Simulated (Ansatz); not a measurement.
MgF2:
```yaml
crystal:
  lattice:
    - [4.69914, 0.00000, 0.00000]
    - [0.00000, 4.69914, 0.00000]
    - [0.00000, 0.00000, 3.09372]
  atoms:
    - { symbol: Mg, position: [0.50000, 0.50000, 0.50000] }
    - { symbol: Mg, position: [0.00000, 0.00000, 0.00000] }
    - { symbol: F, position: [0.69642, 0.69642, 0.00000] }
    - { symbol: F, position: [0.30358, 0.30358, 0.00000] }
    - { symbol: F, position: [0.80358, 0.19642, 0.50000] }
    - { symbol: F, position: [0.19642, 0.80358, 0.50000] }
```

Relaxed with PBE. Special points in fractions of this cell's reciprocal vectors: Γ (0.000, 0.000, 0.000); X (0.000, 0.500, 0.000); M (0.500, 0.500, 0.000); Z (0.000, 0.000, 0.500); R (0.000, 0.500, 0.500); A (0.500, 0.500, 0.500).

**Question.** List the band energies nearest the valence-band maximum at these points for PBE in the plane-wave PAW code Ansatz.

**Answer.** In eV from the valence-band maximum; about four levels below and three above (degenerate sets whole), none deeper than 8.9 eV; points with the same levels are listed once.

```tsv
k	below	above
Γ	-0.71 -0.31 -0.31 0.00	6.83 11.99 11.99
X	-0.94 -0.94 -0.36 -0.36	9.18 9.18 13.22 13.22
M	-0.90 -0.90 -0.72 -0.72	10.78 10.78 11.01 11.01
Z	-1.06 -1.06 -0.80 -0.80	11.50 11.50 14.68 14.68
R	-0.69 -0.69 -0.62 -0.62	12.44 12.44 13.03 13.03
A	-0.57 -0.57 -0.46 -0.46	12.85 12.85 13.10 13.10
```

Space group P4_2/mnm (rutile). The PBE relaxation kept the symmetry of its start.

Potentials: the earlier of the program's two PAW sets.
